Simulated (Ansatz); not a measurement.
ZnS (Wurtzite-2H):

```
Zn S
1.0
     3.81100    0.00000    0.00000
    -1.90550    3.30042    0.00000
     0.00000    0.00000    6.23400
Zn S
2 2
Direct
  0.66667 0.33333 0.50000
  0.33333 0.66667 0.00000
  0.66667 0.33333 0.88500
  0.33333 0.66667 0.38500
```

* Program: Ansatz 0.2.0
* Task: relaxation of cell and atoms
* Functional: HSEsol
* Potentials or basis: Ansatz PAW
* Cutoff: 420 eV (not typed: the program's choice for these potentials)
* k mesh: 4 × 4 × 3
* Occupations: fermi-dirac, width 0.05 eV
* Spin: no spin polarisation

At the start: volume 19.60 Å³/atom.

**Question.** Where does the relaxation end?

**Answer.** It ends after 5 steps and the volume is 19.36 Å³/atom (-1.3 %); space group P6_3mc (No. 186, to 0.05 Å).

Step by step:
```tsv
step	energy change (eV)	largest force (eV/Å)	volume (Å³)
1	0.0000	0.3271	78.41
2	-0.0147	0.2363	77.80
3	-0.0245	0.0882	77.54
4	-0.0258	0.0000	77.43
5	-0.0252	0.0000	77.43
```

Final structure:
```
Zn S
1.0
     3.79579    0.00000    0.00000
    -1.89789    3.28725    0.00000
     0.00000    0.00000    6.20511
Zn S
2 2
Direct
  0.66667 0.33333 0.50510
  0.33333 0.66667 0.00510
  0.66667 0.33333 0.87990
  0.33333 0.66667 0.37990
```

Caveat: the k mesh is coarse (spacing up to 0.48 Å⁻¹), so the values aren't converged, least of all with exact exchange; the plane-wave basis is chosen anew once the cell has moved, so the energies of steps on either side of that aren't comparable; the PAW data sets come from PBE, with cores solved anew for the run's functional, which leaves a small shift of forces and pressure.
